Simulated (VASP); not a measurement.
# TiB2 (P6/mmm) in VASP: density of states with PBE

Aim: the density of states of TiB2 with PBE.

Everything below comes from runs of VASP 6.6.1. Logs are shortened: lines on timing, memory, paths and dates and some standing lists are left out, and cuts for length are marked.

### Step 1. Starting point

Symmetry: P6/mmm, No. 191, hexagonal system. The conventional cell has a = 3.034 Å, b = 3.034 Å, c = 3.221 Å, α = 90.00°, β = 90.00°, γ = 120.00°. Ti (site symmetry 6/mmm) is surrounded by 12 B at 2.38 Å. Around B (site symmetry -6m2) lie 3 B at 1.75 Å.

### Step 2. Density of states, PBE

POSCAR

```
TiB2                                    
1.0
    3.0342228644      0.0000000000      0.0000000000
   -1.5171114322      2.6277140782      0.0000000000
    0.0000000000      0.0000000000      3.2214576461
  Ti              B             
     1     2
Direct
     0.0000000000000000    0.0000000000000000    0.0000000000000000
     0.3333333300000021    0.6666666699999979    0.5000000000000000
     0.6666666699999979    0.3333333300000021    0.5000000000000000
```

INCAR.step1

```
  PREC = Accurate
  ENCUT = 520
  EDIFF = 1E-7
  ISMEAR = 0
  SIGMA = 0.1
  LREAL = F
  LASPH = T
  NELM = 100
  ALGO = Fast
  ISIF = 2
  LWAVE = F
  LCHARG = T
  LMAXMIX = 4
  GGA = PE
```

KPOINTS.step1

```
Automatic mesh
0
Gamma
  9 9 8
```

INCAR.step2

```
  PREC = Accurate
  ENCUT = 520
  EDIFF = 1E-7
  ISMEAR = -5
  SIGMA = 0.1
  LREAL = F
  LASPH = T
  NELM = 100
  ALGO = Fast
  ISIF = 2
  LWAVE = F
  LCHARG = F
  LMAXMIX = 4
  GGA = PE
  LORBIT = 10
  NEDOS = 2001
  ICHARG = 11
```

KPOINTS.step2

```
Automatic mesh
0
Gamma
  14 14 12
```

Potentials or basis: VASP PAW PBE potentials, release 64 (Ti_sv, B).

Run with:

```bash
$ cat potpaw_PBE.64/Ti_sv/POTCAR potpaw_PBE.64/B/POTCAR > POTCAR
$ cp INCAR.step1 INCAR
$ cp KPOINTS.step1 KPOINTS
$ mpirun -np 1 vasp_std > vasp.out
$ cp INCAR.step2 INCAR
$ cp KPOINTS.step2 KPOINTS
$ mpirun -np 1 vasp_std > vasp.out
```

OUTCAR:

```text
PREC = Accurate
   ENCUT = 520
   EDIFF = 1E-7
   ISMEAR = -5
   LREAL = F
   LASPH = T
   NELM = 100
   ISIF = 2
   GGA = PE
   LORBIT = 10
   ICHARG = 11

 ion  position               nearest neighbor table
   1  0.000  0.000  0.000-   2 2.38   3 2.38   2 2.38   3 2.38   2 2.38   2 2.38   3 2.38   3 2.38
                             3 2.38   3 2.38   2 2.38   2 2.38
   2  0.333  0.667  0.500-   3 1.75   3 1.75   3 1.75   1 2.38   1 2.38   1 2.38   1 2.38   1 2.38
                             1 2.38
   3  0.667  0.333  0.500-   2 1.75   2 1.75   2 1.75   1 2.38   1 2.38   1 2.38   1 2.38   1 2.38
                             1 2.38

  LATTYP: Found a hexagonal cell.
 ALAT       =     3.0342228644
 C/A-ratio  =     1.0617076563

  Lattice vectors:

 A1 = (   3.0342228644,   0.0000000000,   0.0000000000)
 A2 = (  -1.5171114322,   2.6277140782,   0.0000000000)
 A3 = (   0.0000000000,   0.0000000000,   3.2214576461)

Analysis of symmetry for initial positions (statically):
=====================================================================
 Subroutine PRICEL returns:
 Original cell was already a primitive cell.

 Routine SETGRP: Setting up the symmetry group for a
 hexagonal supercell.

 Subroutine GETGRP returns: Found 24 space group operations
 (whereof 24 operations were pure point group operations)
 out of a pool of 24 trial point group operations.

The static configuration has the point symmetry D_6h.

Analysis of symmetry for dynamics (positions and initial velocities):
=====================================================================
 Subroutine PRICEL returns:
 Original cell was already a primitive cell.

 Routine SETGRP: Setting up the symmetry group for a
 hexagonal supercell.

 Subroutine GETGRP returns: Found 24 space group operations
 (whereof 24 operations were pure point group operations)
 out of a pool of 24 trial point group operations.

The dynamic configuration has the point symmetry D_6h.

 Subroutine INISYM returns: Found 24 space group operations
 (whereof 24 operations are pure point group operations),
 and found     1 'primitive' translations

----------------------------------------------------------------------------------------

                                     Primitive cell

  volume of cell :      25.6849

  direct lattice vectors                    reciprocal lattice vectors
     3.034222864  0.000000000  0.000000000     0.329573682  0.190279454  0.000000000
    -1.517111432  2.627714078  0.000000000     0.000000000  0.380558908  0.000000000
     0.000000000  0.000000000  3.221457646     0.000000000  0.000000000  0.310418484

  length of vectors
     3.034222864  3.034222862  3.221457646     0.380558908  0.380558908  0.310418484

  position of ions in fractional coordinates (direct lattice)
     0.000000000  0.000000000  0.000000000
     0.333333330  0.666666670  0.500000000
     0.666666670  0.333333330  0.500000000

  ion indices of the primitive-cell ions
   primitive index   ion index
                 1           1
                 2           2
                 3           3

----------------------------------------------------------------------------------------

 KPOINTS: Automatic mesh

Automatic generation of k-mesh.
 Grid dimensions read from file:
 generate k-points for:   14   14   12

 Generating k-lattice:

  Cartesian coordinates                     Fractional coordinates (reciprocal lattice)
     0.023540977  0.013591390  0.000000000     0.071428571  0.000000000  0.000000000
     0.000000000  0.027182779  0.000000000     0.000000000  0.071428571  0.000000000
     0.000000000  0.000000000  0.025868207     0.000000000  0.000000000  0.083333333

  Length of vectors
     0.027182779  0.027182779  0.025868207

  Shift w.r.t. Gamma in fractional coordinates (k-lattice)
     0.000000000  0.000000000  0.000000000

 TETIRR: Found   2436 inequivalent tetrahedra from    14112

 Subroutine IBZKPT returns following result:
 ===========================================

 Found    168 irreducible k-points:

 Following reciprocal coordinates:
            Coordinates               Weight
  0.000000  0.000000  0.000000      1.000000
  0.071429 -0.000000  0.000000      6.000000
  0.142857 -0.000000  0.000000      6.000000
  0.214286 -0.000000  0.000000      6.000000
  0.285714 -0.000000  0.000000      6.000000
  0.357143  0.000000  0.000000      6.000000
[... 16 lines left out ...]
  0.285714  0.285714  0.000000      6.000000
  0.357143  0.285714  0.000000      6.000000
 [... further k-points ...]
   k-points           NKPTS =    168   k-points in BZ     NKDIM =    168   number of bands    NBANDS=     13
   number of dos      NEDOS =   2001   number of ions     NIONS =      3
   total plane-waves  NPLWV =  13824
   dimension x,y,z NGX =    24 NGY =   24 NGZ =   24
   dimension x,y,z NGXF=    48 NGYF=   48 NGZF=   48
   ions per type =               1   2
   NGX,Y,Z   is equivalent  to a cutoff of  13.15, 13.15, 12.39 a.u.
   NGXF,Y,Z  is equivalent  to a cutoff of  26.30, 26.30, 24.77 a.u.
 SYSTEM =  unknown system
   PREC   = accura    normal or accurate (medium, high low for compatibility)
   ISTART =      0    job   : 0-new  1-cont  2-samecut
   ICHARG =     11    charge: 1-file 2-atom 10-const
   ISPIN  =      1    spin polarized calculation?
   LNONCOLLINEAR =      F non collinear calculations
   LSORBIT =      F    spin-orbit coupling
   LASPH  =      T    aspherical Exc in radial PAW
   ENCUT  =  520.0 eV  38.22 Ry    6.18 a.u.   5.64  5.64  5.99*2*pi/ulx,y,z
   NELM   =    100;   NELMIN=  2; NELMDL=  0     # of ELM steps
   EDIFF  = 0.1E-06   stopping-criterion for ELM
   LREAL  =      F    real-space projection
   EDIFFG = 0.1E-05   stopping-criterion for IOM
   NSW    =      0    number of steps for IOM
   IBRION =     -1    ionic relax: 0-MD 1-quasi-New 2-CG
   NFREE  =      0    steps in history (QN), initial steepest desc. (CG)
   ISIF   =      2    stress and relaxation
   ISYM   =      2    0-nonsym 1-usesym 2-fastsym
   POTIM  = 0.5000    time-step for ionic-motion
   TEBEG  =    0.0;   TEEND  =   0.0 temperature during run
   PSTRESS=    0.0 pullay stress
   NELECT =      18.0000    total number of electrons
   NUPDOWN=      -1.0000    fix difference up-down
   EMIN   =  10.00;   EMAX   =-10.00  energy-range for DOS
   EFERMI =   0.00;   METHOD = LEGACY
   ISMEAR =    -5;   SIGMA  =   0.10  broadening in eV -4-tet -1-fermi 0-gaus
   EFERMI_NEDOS =   21; number of points for ismear=-14 and -15
   IALGO  =     68    algorithm
   IMIX   =      4    mixing-type and parameters
     AMIX     =   0.40;   BMIX     =  1.00
     AMIX_MAG =   1.60;   BMIX_MAG =  1.00
  volume/ion in A,a.u.               =       8.56        57.78
  Fermi-wavevector in a.u.,A,eV,Ry     =   1.454140  2.747927 28.769848  2.114524
  Thomas-Fermi vector in A             =   2.571326
   LORBIT       =     10    0 simple, 1 ext, 2 COOP (PROOUT), +10 PAW based schemes
   GGA     = PE    functional components
   LHFCALC =     F    Hartree Fock is set to
   AEXX    =    0.0000 exact exchange contribution
   IVDW    =     0    specifies the selected vdW correction
   LEPSILON=     F    determine dielectric tensor
   LRPA    =     F    only Hartree local field effects (RPA)
 non-spin polarized calculation
 RMM-DIIS sequential band-by-band and
 Fermi weights with tetrahedron method with Bloechl corrections
  energy-cutoff  :      520.00
  volume of cell :       25.68
 maximum number of plane-waves:       719
 NGX is ok and might be reduce to    24

 number of electron      18.0000000 magnetization

 Free energy of the ion-electron system (eV)
  ---------------------------------------------------
  ext. energy  EPLUGINS =         0.00000000
  ---------------------------------------------------
  free energy    TOTEN  =       -24.42833153 eV

  energy without entropy =      -24.42833153  energy(sigma->0) =      -24.42833153

 E-fermi :  10.0884     XC(G=0): -12.7637

 val. band max:       10.0541370000   @ k =   0.0714  -0.0000   0.4167
 cond. band min:       9.8803948123   @ k =   0.2143   0.2143   0.0833
 fundamental gap:     -0.1737421877
 Fermi energy:        10.0883846778

 k-point     1 :       0.0000    0.0000    0.0000
  band No.  band energies     occupation
      1     -46.9648      2.00000
      2     -23.3159      2.00000
      3     -23.0047      2.00000
      4     -23.0047      2.00000
      5      -3.5092      2.00000
      6       7.3644      2.00000
      7       7.3644      2.00000
      8       7.7020      2.00000
      9       7.8871      2.00000
     10      11.8770      0.00000
     11      11.8770      0.00000
     12      13.6579      0.00000
     13      13.6580      0.00000

 k-point     2 :       0.0714   -0.0000    0.0000
  band No.  band energies     occupation
      1     -46.9622      2.00000
      2     -23.3125      2.00000
      3     -23.0249      2.00000
      4     -23.0092      2.00000
      5      -3.4110      2.00000
      6       7.0793      2.00000
      7       7.3472      2.00000
      8       7.6214      2.00000
      9       7.9362      2.00000
     10      11.8479      0.00000
     11      12.0488      0.00000
     12      13.2500      0.00000
     13      13.3140      0.00000

 k-point     3 :       0.1429   -0.0000    0.0000
  band No.  band energies     occupation
      1     -46.9548      2.00000
      2     -23.3031      2.00000
      3     -23.0815      2.00000
      4     -23.0221      2.00000
      5      -3.1208      2.00000
      6       6.3192      2.00000
      7       7.2875      2.00000
      8       7.4273      2.00000
      9       8.0601      2.00000
     10      11.7676      0.00000
     11      12.4919      0.00000
     12      12.5828      0.00000
     13      12.8224      0.00000

 k-point     4 :       0.2143   -0.0000    0.0000
  band No.  band energies     occupation
      1     -46.9441      2.00000
      2     -23.2895      2.00000
      3     -23.1624      2.00000
      4     -23.0406      2.00000
      5      -2.6501      2.00000
      6       5.2833      2.00000
      7       7.1747      2.00000
      8       7.2068      2.00000
      9       8.1571      2.00000
     10      11.6543      0.00000
     11      12.1436      0.00000
     12      12.5326      0.00000
     13      13.0337      0.00000

 k-point     5 :       0.2857   -0.0000    0.0000
  band No.  band energies     occupation
      1     -46.9322      2.00000
      2     -23.2744      2.00000
      3     -23.2510      2.00000
      4     -23.0611      2.00000
      5      -2.0154      2.00000
      6       4.1271      2.00000
      7       7.0196      2.00000
      8       7.0214      2.00000
      9       8.1144      2.00000
     10      11.5323      0.00000
     11      12.1293      0.00000
     12      12.4685      0.00000
     13      13.4421      0.00000
[... 257 lines left out ...]
 k-point    22 :       0.3571    0.2143    0.0000
  band No.  band energies     occupation
      1     -46.9073      2.00000
      2     -23.3469      2.00000
      3     -23.2428      2.00000
      4     -23.1920      2.00000
      5       0.6939      2.00000
      6       1.7055      2.00000
      7       3.9582      2.00000
      8       7.3483      2.00000
      9       9.3030      2.00000
     10      10.1244      0.02466
     11      11.7636      0.00000
     12      12.6806      0.00000
     13      15.8720      0.00000

 k-point    23 :       0.2857    0.2857    0.0000
  band No.  band energies     occupation
      1     -46.9068      2.00000
      2     -23.3242      2.00000
      3     -23.2421      2.00000
      4     -23.2206      2.00000
      5       0.6196      2.00000
      6       2.2768      2.00000
      7       3.2997      2.00000
      8       7.5403      2.00000
      9       8.9523      2.00000
     10      10.8648     -0.01222
     11      11.1259      0.00000
     12      12.6082      0.00000
     13      16.6388      0.00000

 k-point    24 :       0.3571    0.2857    0.0000
  band No.  band energies     occupation
      1     -46.9051      2.00000
      2     -23.3105      2.00000
      3     -23.2494      2.00000
      4     -23.2400      2.00000
      5       1.4154      2.00000
      6       1.6579      2.00000
      7       2.9581      2.00000
      8       7.8030      2.00000
      9       8.5467      2.00000
     10      10.9636      0.00000
     11      11.5501      0.00000
     12      12.1483      0.00000
     13      16.6471      0.00000

 [... further k-points ...]

------------------------ aborting loop because EDIFF is reached ----------------------------------------

  FORCE on cell =-STRESS in cart. coord.  units (eV):
  Direction    XX          YY          ZZ          XY          YZ          ZX
  --------------------------------------------------------------------------------------
  -------------------------------------------------------------------------------------
  Total        0.0012744      0.0012744      0.0296042      0.0000000      0.0000000      0.0000000
  in kB        0.0794951      0.0794951      1.8466560      0.0000000      0.0000000      0.0000000
  external PRESSURE =       0.6685487 kB  Pullay stress =       0.0000000 kB

 VOLUME and BASIS-vectors are now :
 -----------------------------------------------------------------------------
  energy-cutoff  :      520.00
  volume of cell :       25.68
      direct lattice vectors                 reciprocal lattice vectors
     3.034222864  0.000000000  0.000000000     0.329573682  0.190279454  0.000000000
    -1.517111432  2.627714078  0.000000000     0.000000000  0.380558908  0.000000000
     0.000000000  0.000000000  3.221457646     0.000000000  0.000000000  0.310418484

 POSITION                                       TOTAL-FORCE (eV/Angst)
 -----------------------------------------------------------------------------------
      0.00000      0.00000      0.00000         0.000000      0.000000      0.000000
     -0.00000      1.75181      1.61073        -0.000000      0.000000      0.000000
      1.51711      0.87590      1.61073         0.000000     -0.000000      0.000000
 -----------------------------------------------------------------------------------
    total drift:                                0.000000     -0.000000     -0.000000

  FREE ENERGIE OF THE ION-ELECTRON SYSTEM (eV)
  ---------------------------------------------------
  free  energy   TOTEN  =       -24.4283315307 eV

  energy  without entropy=      -24.4283315307  energy(sigma->0) =      -24.42833153

 total charge

# of ion       s       p       d       tot
------------------------------------------
    1        2.176   6.209   2.034  10.419
    2        0.686   1.322   0.000   2.008
    3        0.686   1.322   0.000   2.008
--------------------------------------------------
tot          3.548   8.853   2.034  14.435
```

Wall time 81 s (1 thread of Intel Xeon Platinum 8488C (Sapphire Rapids), shared host); peak memory 0.18 GiB.

What came out:

```yaml
Valence_electrons_inside_the_program's_atomic_spheres: Ti 10.42; B 2.01
```

Levels at points of the mesh, in eV from the Fermi level:
| k point | band 6 | band 7 | band 8 | band 9 | band 10 | band 11 | band 12 | band 13 |
| --- | --- | --- | --- | --- | --- | --- | --- | --- |
| (0.00, 0.00, 0.00) | -2.72 | -2.72 | -2.39 | -2.20 | 1.79 | 1.79 | 3.57 | 3.57 |
| (0.50, 0.00, 0.00) | -9.34 | -3.38 | -3.29 | -2.36 | 1.24 | 2.63 | 3.10 | 3.28 |
| (0.00, 0.00, 0.50) | -7.70 | -0.67 | -0.67 | -0.30 | -0.30 | 0.34 | 0.34 | 1.58 |
| (0.50, 0.00, 0.50) | -7.64 | -4.75 | -3.92 | -3.25 | 2.40 | 2.81 | 4.37 | 4.48 |

States per cell in windows of 1 eV (zero at the Fermi level; states under -8 eV left out):
```tsv
from (eV)	total	Ti1_d	B2_p	B3_p	Ti1_p	B2_s	B3_s
-8.0	0.60	0.05	0.08	0.08	0.02	0.08	0.08
-7.0	0.66	0.06	0.11	0.11	0.02	0.05	0.05
-6.0	0.89	0.10	0.18	0.18	0.03	0.03	0.03
-5.0	1.23	0.18	0.25	0.25	0.05	0.02	0.02
-4.0	1.86	0.41	0.34	0.34	0.09	0.01	0.01
-3.0	1.14	0.41	0.16	0.16	0.03	0.00	0.00
-2.0	0.91	0.49	0.07	0.07	0.01	0.00	0.00
-1.0	0.35	0.22	0.02	0.02	0.00	0.00	0.00
0.0	0.79	0.56	0.04	0.04	0.00	0.00	0.00
1.0	1.71	1.25	0.08	0.08	0.01	0.01	0.01
2.0	2.85	2.25	0.12	0.12	0.01	0.02	0.02
3.0	1.46	1.01	0.10	0.10	0.02	0.03	0.03
4.0	0.99	0.64	0.07	0.07	0.01	0.03	0.03
5.0	0.17	0.08	0.02	0.02	0.00	0.00	0.00
6.0	0.03	0.02	0.01	0.01	0.00	0.00	0.00
7.0	0.00	0.00	0.00	0.00	0.00	0.00	0.00
```

Caveat: tetrahedron occupations give inexact forces and stress in metals.
